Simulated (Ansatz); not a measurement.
# NiGe (Pnma) in Ansatz: a series of runs

One crystal, NiGe, is run at these levels: PBE, r2SCAN; tasks: relaxation of cell and atoms.

All numbers are computed with Ansatz 0.2.0; they aren't measurements. Logs are shortened: lines on timing, memory, paths and dates and some standing lists are left out, and cuts for length are marked.

### 1 Starting point

Symmetry: Pnma, No. 62, orthorhombic system. The conventional cell has a = 5.381 Å, b = 3.428 Å, c = 5.811 Å, α = 90.00°, β = 90.00°, γ = 90.00°. Around Ge (site symmetry m) lie 6 Ni at 2.33 to 2.49 Å. Ni (site symmetry m) has 6 Ge at 2.33 to 2.49 Å as nearest neighbours.

### 2 Relaxation of cell and atoms, PBE, collinear spin, ferromagnetic start

Input file input.yaml:

```yaml
crystal:
  lattice:
    - [5.381, 0.0, 0.0]
    - [0.0, 3.428, 0.0]
    - [0.0, 0.0, 5.811]
  atoms:
    - { symbol: Ge, position: [0.312, 0.75, 0.917] }
    - { symbol: Ge, position: [0.688, 0.25, 0.083] }
    - { symbol: Ge, position: [0.188, 0.25, 0.417] }
    - { symbol: Ge, position: [0.812, 0.75, 0.583] }
    - { symbol: Ni, position: [0.495, 0.75, 0.31], spin: 1.0 }
    - { symbol: Ni, position: [0.505, 0.25, 0.69], spin: 1.0 }
    - { symbol: Ni, position: [0.005, 0.25, 0.81], spin: 1.0 }
    - { symbol: Ni, position: [0.995, 0.75, 0.19], spin: 1.0 }
hamiltonian:
  xc: pbe
  pseudopotentials: { kind: paw }
magnetization:
  spin_polarized: true
kpoints:
  mp_grid: { grid: [5, 8, 5] }
scf:
  occupations: { method: fermi_dirac, width: 0.05 }
output:
  forces: true
  stress: true
  eigenvalues: true
relax:
  f_tol: 0.01
  max_steps: 40
  cell: { stress_tol: 0.05 }
```

Potentials or basis: Ansatz PAW.

The run is started by

```
ansatz run input.yaml --threads 4 --pin off --max-ram 11264MiB --backend cpu --events-out ev --progress --plain --runs-dir out
```

The program printed:

```text
Warning: RAYON_NUM_THREADS=4 ignored (pool sized by the plan → 4); use --threads N
Engine: ansatz 0.2.0, x86_64-unknown-linux-gnu
Pseudopotentials: kind: paw
Pseudopotential: Ge, paw, valence charge 14, recommended cutoff 420 eV (normal), Ge.paw.azcp
Pseudopotential: Ni, paw, valence charge 18, recommended cutoff 420 eV (normal), Ni.paw.azcp
Functional definition: PBE
  parameter kappa = 0.804
  parameter beta = 0.06672455060314922
  exchange = pbe_x(kappa = kappa, mu = beta*pi^2/3)
  correlation = pbe_c(beta = beta)
Crystal: 8 atoms, lattice volume = 107.190 Å³
Basis set: ecut = 420 eV, 2113 PW (Γ), exchange–correlation on 72×48×80 points (8 copies of the dense FFT grid, shifted against one another)
Bands: 80, of which v1, the nominal top of the filled ones, is band 64 counted from 1 (63 counted from 0)
Symmetry: 8 space group operations
Space group: Pnma (ITA 62), of the structure as read, at distance tolerance 4.8e-5 Å
Magnetic group: BNS 62.441 (UNI 539), of the structure as read, at distance tolerance 4.8e-5 Å
k-points: 45 of 200
Non-local potential: Ge, projectors of the file, l = 0: 2, l = 1: 2, l = 2: 3, l = 3: 1
Non-local potential: Ni, projectors of the file, l = 0: 3, l = 1: 2, l = 2: 3, l = 3: 1
PAW form: soft (Blöchl's): semilocal exchange-correlation on the pseudo side does not see the compensation charge
PAW one-centre angular grid: Ge, 590 points (default); XC on 64 Gauss nodes
PAW one-centre angular grid: Ni, 590 points (default); XC on 64 Gauss nodes
Initial density: superposition of atomic densities (chi_scale 0.1, normalization cell)
Starting moments: Σ|m| = 4 μB on 4 of 8 sites
Initial wavefunctions: pseudopotential atomic-orbital guess
Functional: x = pbe(κ = 0.804, μ = 0.2195149727645171), c = pbe(β = 0.06672455060314922)
iter 1 solved again at ethr=8.85e-4 eV; its pass at ethr=3.10e-3 eV (dr2=1.13e0 eV) is discarded
SCF iter   1: F=—  HF=-40533.826144 eV  |F-HF|=—  |Δ(HF+E_count)|=         —  Δρ=4.45e-2 (↑4.45e-2 ↓3.27e-2)  dr2=1.15e0  dr2_m=1.04e0  M=1.793 μB ∫|m|=2.719 μB  β_m=0.30  ethr=8.85e-4  ⟨swp⟩=1.8  Hψ=31196  notcnv=0
Mixer restart at iter 1: flushing history
preconditioner: auto → Kerker (q_TF=auto, 2.810 Å⁻¹)  [metal: Δε(μ)=0.017 eV  Ē_g=17.182 eV  σ=0.050 eV  W_gap=0.08  n_scr=38 (ndim 8)  ℏωp=35.1 eV  f_vac=0.000  D(μ)=2.50/eV (n_scr^D=10)]
spin=Collinear: Kerker preconditioning applied to the charge; magnetization (m = ρ↑ − ρ↓) channel mixes plain (no charge-response kernel on spin).
SCF iter   2: F=—  HF=-40535.227250 eV  |F-HF|=—  |Δ(HF+E_count)|=    1.40e0  Δρ=4.99e-2 (↑2.21e-2 ↓4.99e-2)  dr2=1.76e0  dr2_m=1.04e0  M=1.460 μB ∫|m|=2.254 μB  β_m=0.65  ethr=8.85e-4  ⟨swp⟩=2.2  Hψ=9064  notcnv=0
SCF iter   3: F=—  HF=-40539.260875 eV  |F-HF|=—  |Δ(HF+E_count)|=    4.03e0  Δρ=4.93e-2 (↑1.52e-2 ↓4.93e-2)  dr2=2.08e0  dr2_m=8.98e-1  M=0.889 μB ∫|m|=1.582 μB  β_m=0.28  ethr=8.85e-4  ⟨swp⟩=2.6  Hψ=11219  notcnv=0  defer=291
SCF iter   4: F=—  HF=-40540.478485 eV  |F-HF|=—  |Δ(HF+E_count)|=    1.22e0  Δρ=2.81e-2 (↑1.88e-2 ↓2.81e-2)  dr2=5.85e-1  dr2_m=4.83e-1  M=0.622 μB ∫|m|=1.153 μB  β_m=0.40  ethr=8.85e-4  ⟨swp⟩=2.0  Hψ=9996  notcnv=0  defer=650
SCF iter   5: F=—  HF=-40541.281298 eV  |F-HF|=—  |Δ(HF+E_count)|=   8.03e-1  Δρ=1.98e-2 (↑1.98e-2 ↓7.76e-3)  dr2=3.92e-1  dr2_m=5.00e-2  M=0.189 μB ∫|m|=0.370 μB  β_m=0.85  ethr=4.57e-4  ⟨swp⟩=3.0  Hψ=11507  notcnv=0  defer=637
SCF iter   6: F=—  HF=-40541.265897 eV  |F-HF|=—  |Δ(HF+E_count)|=   1.54e-2  Δρ=1.57e-2 (↑1.34e-2 ↓1.57e-2)  dr2=5.90e-1  dr2_m=2.13e-3  M=-0.050 μB ∫|m|=0.080 μB  β_m=0.88  ethr=3.06e-4  ⟨swp⟩=2.0  Hψ=9063  notcnv=0  defer=638
SCF iter   7: F=—  HF=-40541.207412 eV  |F-HF|=—  |Δ(HF+E_count)|=         —  Δρ=5.53e-3 (↑1.03e-3 ↓5.53e-3)  dr2=3.47e-2  dr2_m=5.64e-3  M=-0.007 μB ∫|m|=0.027 μB  β_m=0.88  ethr=3.06e-4  ⟨swp⟩=2.0  Hψ=9870  notcnv=0  defer=638
Mixer restart at iter 7: flushing history
SCF iter   8: F=—  HF=-40541.231014 eV  |F-HF|=—  |Δ(HF+E_count)|=   2.36e-2  Δρ=6.68e-3 (↑6.68e-3 ↓5.52e-3)  dr2=8.33e-2  dr2_m=3.65e-4  M=-0.002 μB ∫|m|=0.009 μB  β_m=0.88  ethr=2.71e-5  ⟨swp⟩=2.0  Hψ=14494  notcnv=0  defer=641
SCF iter   9: F=—  HF=-40541.208704 eV  |F-HF|=—  |Δ(HF+E_count)|=   2.23e-2  Δρ=2.01e-3 (↑1.34e-3 ↓2.01e-3)  dr2=8.92e-3  dr2_m=1.14e-4  M=-0.002 μB ∫|m|=0.007 μB  β_m=0.80  ethr=2.71e-5  ⟨swp⟩=2.0  Hψ=14031  notcnv=0  defer=638
SCF iter  10: F=—  HF=-40541.207154 eV  |F-HF|=—  |Δ(HF+E_count)|=   1.55e-3  Δρ=2.69e-4 (↑1.37e-4 ↓2.69e-4)  dr2=1.60e-4  dr2_m=1.43e-5  M=-0.000 μB ∫|m|=0.002 μB  β_m=0.68  ethr=6.97e-6  ⟨swp⟩=2.0  Hψ=9066  notcnv=0  defer=641
SCF iter  11: F=—  HF=-40541.207054 eV  |F-HF|=—  |Δ(HF+E_count)|=   9.98e-5  Δρ=2.04e-4 (↑2.04e-4 ↓1.51e-4)  dr2=6.91e-5  dr2_m=7.44e-7  M=-0.000 μB ∫|m|=0.001 μB  β_m=0.84  ethr=1.25e-7  ⟨swp⟩=2.0  Hψ=11537  notcnv=0  defer=641
[... 89 lines left out ...]
basis re-selected at this cell: Δ(F+E_penalty+E_count) = -9.326e-4 eV, ΔP = +0.003 GPa vs the last step (what re-selecting the basis moved, of the pressure what is left beyond the Pulay correction that the steps carried, after the strain that the cell walked since its last selection, with what the two solves' SCF thresholds leave and, on support functions, any second-order correction that the steps lacked; it is no measure of the basis error at this ecutwfc). This SCF's stress stands 5.03e-3 GPa from its target on what of the cell is left free (relax.cell.stress_tol is 5.00e-2 GPa) and its largest allowed force component is 1.22e-3 eV/Å (relax.f_tol is 1.00e-2 eV/Å): within both
SCF converged after 10 iterations
Magnetization: 0.0000 μB (64.0000 up, 64.0000 down)
Absolute magnetization: 0.0000 μB (∫|ρ↑−ρ↓|, with the PAW one-centre terms)
Spin contamination: 0.0000 ħ² per cell (⟨S²⟩ above its minimum at these occupations)
Per-site moments (μB) at R_I (Å): [(-7.048873033765312e-12, 0.9700305199319306), (-7.049174148917046e-12, 0.97003051993193), (-7.049178051258263e-12, 0.9700305199319298), (-7.04904602960822e-12, 0.9700305199319303), (9.323732954746373e-11, 0.9700305199319303), (9.323735341616808e-11, 0.9700305199319298), (9.323725515858031e-11, 0.97003051993193), (9.323740767819054e-11, 0.9700305199319306)]
Free energy (F): -40541.260731 eV
Harris-Foulkes:  -40541.260731 eV  (|F-HF|=5.82e-11)
Internal energy: -40541.245428 eV  (E = F + TS)
E sigma→0 (E₀):  -40541.253079 eV
Entropy (-TS):   -0.015303 eV (-1.913 meV/atom)
Fermi energy:    15.042623 eV
--- Per-component energies (eV) ---
  E_band       = -1622.734263
  E_kinetic    = 1585.903158
  E_local      = -23670.541951  (includes V_loc(G=0)·N_el)
  E_nonlocal   = 4225.249068
  E_hartree    = 10154.959582
  E_xc         = -644.475895
  E_vxc        = -700.156852  (∫ρ·V_xc dr)
  E_paw        = -14609.546234  (= ΣΔE_a)
  E_vpaw       = -3373.109134  (= ΣTr[D̂ρ^β])
  E_aug_tail   = 0.003324  (compensation charges beyond the density's cutoff)
  E_ewald      = -17582.796479
  E_smearing   = -0.015303  (= −TS)
  E_closure    = 0.000000  (closes the sum)
  Σ components = -40541.260731   (vs F -40541.260731, Δ=0.00e0)
--- Forces (eV/Å), atoms counted from 1 ---
  atom   1  Ge     0.00055660    -0.00000000     0.00046611
  atom   2  Ge    -0.00055660     0.00000000    -0.00046611
  atom   3  Ge    -0.00055660     0.00000000     0.00046611
  atom   4  Ge     0.00055660    -0.00000000    -0.00046611
  atom   5  Ni    -0.00047968     0.00000000    -0.00122460
  atom   6  Ni     0.00047968     0.00000000     0.00122460
  atom   7  Ni     0.00047968     0.00000000    -0.00122460
  atom   8  Ni    -0.00047968     0.00000000     0.00122460
  max |Σ_I F_I| component: 6.94e-18 eV/Å
--- Stress (GPa, compression-positive) ---
        0.003335       0.000000       0.000000
        0.000000       0.005032       0.000000
        0.000000       0.000000       0.001343
  P = ⅓ Tr σ = 0.0032 GPa (0.032 kbar)
--- Band table (eV; the first three rows and the last of 90) ---
  k-point 0 ↑: bands = ["-88.4414", "-88.4398", "-88.4385", "-88.4369", "-48.8836", "-48.8778", "-48.8744", "-48.8621", "-48.8507", "-48.8464", "-48.8440", "-48.8429", "-48.8382", "-48.8347", "-48.8223", "-48.8223", "-9.6269", "-9.6138", "-9.6110", "-9.6039", "-9.5960", "-9.5746", "-9.5745", "-9.5643", "-9.5606", "-9.5576", "-9.5569", "-9.5436", "-9.5434", "-9.5402", "-9.5375", "-9.5307", "-9.5305", "-9.5282", "-9.5272", "-9.5263", "2.2727", "5.4961", "6.4059", "6.7944", "8.9116", "9.4724", "11.2369", "11.5779", "11.6030", "11.6251", "11.8150", "11.9605", "12.0706", "12.4296", "12.4744", "12.5867", "12.8298", "13.0523", "13.1626", "13.1653", "13.2559", "13.2791", "13.3324", "13.4067", "13.4465", "13.9434", "14.0099", "14.3177", "15.6962", "15.9345", "18.6134", "18.9490", "19.2614", "19.3506", "19.6114", "20.6407", "21.4402", "21.6675", "21.9779", "22.1244", "23.7850", "24.0023", "24.1903", "24.8632"]
  k-point 1 ↑: bands = ["-88.4413", "-88.4400", "-88.4382", "-88.4370", "-48.8833", "-48.8791", "-48.8726", "-48.8633", "-48.8497", "-48.8462", "-48.8445", "-48.8434", "-48.8377", "-48.8349", "-48.8223", "-48.8223", "-9.6256", "-9.6151", "-9.6104", "-9.6047", "-9.5938", "-9.5769", "-9.5732", "-9.5623", "-9.5617", "-9.5571", "-9.5564", "-9.5434", "-9.5423", "-9.5399", "-9.5379", "-9.5335", "-9.5313", "-9.5278", "-9.5277", "-9.5265", "2.4410", "4.7354", "6.8684", "6.9177", "8.8062", "10.0446", "10.7698", "11.5619", "11.6162", "11.6220", "11.6624", "12.0490", "12.1098", "12.4704", "12.4893", "12.5248", "12.8165", "12.9575", "13.0564", "13.0847", "13.1365", "13.2315", "13.3747", "13.3989", "13.8019", "13.8219", "14.3509", "14.4912", "16.0942", "16.2034", "17.6539", "18.5575", "18.9200", "19.3745", "19.6980", "20.6430", "21.5977", "21.7471", "22.2852", "22.3079", "23.6531", "24.0521", "24.6033", "24.8816"]
  k-point 2 ↑: bands = ["-88.4410", "-88.4405", "-88.4377", "-88.4373", "-48.8823", "-48.8809", "-48.8695", "-48.8662", "-48.8477", "-48.8458", "-48.8455", "-48.8445", "-48.8366", "-48.8356", "-48.8223", "-48.8223", "-9.6224", "-9.6184", "-9.6087", "-9.6066", "-9.5886", "-9.5823", "-9.5703", "-9.5661", "-9.5563", "-9.5559", "-9.5548", "-9.5465", "-9.5418", "-9.5387", "-9.5381", "-9.5343", "-9.5334", "-9.5294", "-9.5279", "-9.5272", "2.9377", "3.7320", "7.0536", "7.1880", "9.0357", "9.7953", "10.9816", "11.4033", "11.7158", "11.7324", "11.7452", "12.0335", "12.2878", "12.4384", "12.5253", "12.5265", "12.6803", "12.7202", "12.8920", "12.9345", "13.2044", "13.2930", "13.3570", "13.4629", "13.7293", "13.9862", "14.5496", "15.4138", "15.4787", "16.4939", "17.0009", "18.0212", "18.7485", "19.5438", "20.3231", "20.5974", "21.2746", "21.5070", "22.4885", "22.6682", "23.5258", "23.5273", "23.7764", "23.8317"]
  k-point 44 ↓: bands = ["-88.4395", "-88.4395", "-88.4386", "-88.4386", "-48.8757", "-48.8757", "-48.8723", "-48.8723", "-48.8447", "-48.8447", "-48.8415", "-48.8415", "-48.8370", "-48.8370", "-48.8312", "-48.8312", "-9.6119", "-9.6119", "-9.6109", "-9.6109", "-9.5812", "-9.5812", "-9.5723", "-9.5723", "-9.5524", "-9.5524", "-9.5511", "-9.5511", "-9.5399", "-9.5399", "-9.5349", "-9.5349", "-9.5242", "-9.5242", "-9.5234", "-9.5234", "5.9354", "5.9354", "6.2391", "6.2391", "8.9742", "8.9742", "9.5218", "9.5218", "11.9085", "11.9085", "11.9633", "11.9633", "12.1427", "12.1427", "12.3501", "12.3501", "12.8105", "12.8105", "12.9475", "12.9475", "13.2422", "13.2422", "13.2967", "13.2967", "13.5114", "13.5114", "13.5531", "13.5531", "16.5211", "16.5211", "17.3926", "17.3926", "18.0232", "18.0232", "19.0132", "19.0132", "20.5736", "20.5736", "21.4244", "21.4244", "22.7500", "22.7500", "23.4372", "23.4372"]
--- Relaxed structure (5 steps of the walk, 5 accepted, 1 SCFs on fresh bases) ---
  F+E_penalty+E_count = -40541.26073094 eV   max|allowed force component| = 1.225e-3 eV/Å   (the final SCF, on the basis selected at the relaxed cell)
  cell:  # Å, volume = 109.8228 Å³
    - [5.324643634845615, 0.0, 0.0]
    - [0.0, 3.5322817911905977, 0.0]
    - [0.0, 0.0, 5.8391117203002345]
  atoms:
    - { symbol: Ge, position: [0.3096914509439438, 0.75, 0.9100381960930638] }
    - { symbol: Ge, position: [0.6903085490560562, 0.25, 0.08996180390693617] }
    - { symbol: Ge, position: [0.19030854905605618, 0.25, 0.41003819609306386] }
    - { symbol: Ge, position: [0.8096914509439437, 0.75, 0.5899618039069361] }
    - { symbol: Ni, position: [0.4940298956389935, 0.75, 0.30829775757729583] }
    - { symbol: Ni, position: [0.5059701043610064, 0.25, 0.6917022424227037] }
    - { symbol: Ni, position: [0.005970104361006392, 0.25, 0.8082977575772962] }
    - { symbol: Ni, position: [0.9940298956389936, 0.75, 0.19170224242270417] }
```

Run time: 9 min. Hardware: 4 threads of Intel Xeon at 2.50GHz (Skylake/Cascade Lake), shared host; peak memory 0.98 GiB.

What came out:

| Item | Value |
| --- | --- |
| Free energy | -40541.2607 eV |
| Relaxed volume | 13.73 Å³/atom |
| Relaxed cell | a = 5.325 Å, b = 3.532 Å, c = 5.839 Å, α = 90.00°, β = 90.00°, γ = 90.00° |
| Space group after relaxing (to 0.05 Å) | Pnma (No. 62) |
| Energy gained by relaxing | 6.7 meV/atom |
| Ionic steps | 6 |
| Pressure after relaxing | 0.0 GPa |
| Band gap on the k mesh | none (metal or under the smearing width) |
| Net moment | 0.00 μB per cell |
| Absolute moment | 0.00 μB per cell |

Step by step:
```tsv
step	energy change (eV)	largest force (eV/Å)	volume (Å³)
1	0.0000	0.1595	107.19
2	-0.0382	0.0966	109.06
3	-0.0517	0.0331	110.04
4	-0.0526	0.0083	109.91
5	-0.0527	0.0013	109.82
6	-0.0537	0.0013	109.82
```

Final structure:
```
Ge Ni
1.0
     5.32464    0.00000    0.00000
     0.00000    3.53228    0.00000
     0.00000    0.00000    5.83911
Ge Ni
4 4
Direct
  0.30969 0.75000 0.91004
  0.69031 0.25000 0.08996
  0.19031 0.25000 0.41004
  0.80969 0.75000 0.58996
  0.49403 0.75000 0.30830
  0.50597 0.25000 0.69170
  0.00597 0.25000 0.80830
  0.99403 0.75000 0.19170
```

Caveat: the plane-wave basis is chosen anew once the cell has moved, so the energies of steps on either side of that aren't comparable; the starting moments weren't kept.

(Part 1 of 2 ends here.)
